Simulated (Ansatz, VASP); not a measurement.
Given: the input of a run of VASP 6.6.1 on Mg.

File INCAR:

```
SYSTEM = Mg
PREC = Accurate
ENCUT = 520
EDIFF = 1E-7
ISMEAR = -1
SIGMA = 0.05
LREAL = .False.
LASPH = .True.
NELM = 60
ALGO = Normal
ISIF = 2
LWAVE = .False.
LCHARG = .False.
GGA = PE
NBANDS = 7
```

File KPOINTS:

```
regular mesh
0
Gamma
  10 10 9
  0 0 0
```

File POSCAR:

```
Mg
1.0
    3.0298273729      0.0000000000      0.0000000000
   -1.5149136865      2.6239074740      0.0000000000
    0.0000000000      0.0000000000      3.0244018028
Mg
1
Direct
    0.0000000000      0.0000000000      0.0000000000
```

Potentials or basis: VASP PAW PBE potentials, release 64 (Mg).

Command:

```bash
$ cat potpaw_PBE.64/Mg/POTCAR > POTCAR
$ mpirun -np 1 vasp_std > vasp.out
```

Task: Translate it to Ansatz 0.2.0. Potentials there: Ansatz PAW.

Result: As run (the cutoff follows the program's own potentials):

Contents of input.yaml:

```yaml
crystal:
  lattice:
    - [3.0298273729, 0.0, 0.0]
    - [-1.5149136865, 2.623907474, 0.0]
    - [0.0, 0.0, 3.0244018028]
  atoms:
    - { symbol: Mg, position: [0.0, 0.0, 0.0] }
hamiltonian:
  xc: pbe
  pseudopotentials: { kind: paw }
kpoints:
  mp_grid: { grid: [10, 10, 9] }
scf:
  occupations: { method: fermi_dirac, width: 0.05 }
output:
  forces: true
  stress: true
  eigenvalues: true
```

Potentials or basis: Ansatz PAW.

Launch:

```console
$ ansatz run input.yaml --threads 2 --pin off --max-ram 5120MiB --backend cpu --events-out ev --progress --plain --runs-dir out
```

Both were run:

|  | VASP | Ansatz | Ansatz less VASP |
| --- | --- | --- | --- |
| gap on the k mesh at the Fermi level (eV) | none | none | - |
| pressure (GPa) | 1.8 | 1.9 | +0.08 |
| largest component of the traceless stress (GPa) | 0.99 | 1.00 | +0.016 |

A gap of «none» marks a metal or a gap that the smearing closes. The functional is the same, so the differences come from potentials, cutoffs and numerics. The two sets of potentials don't hold the same shells in valence.
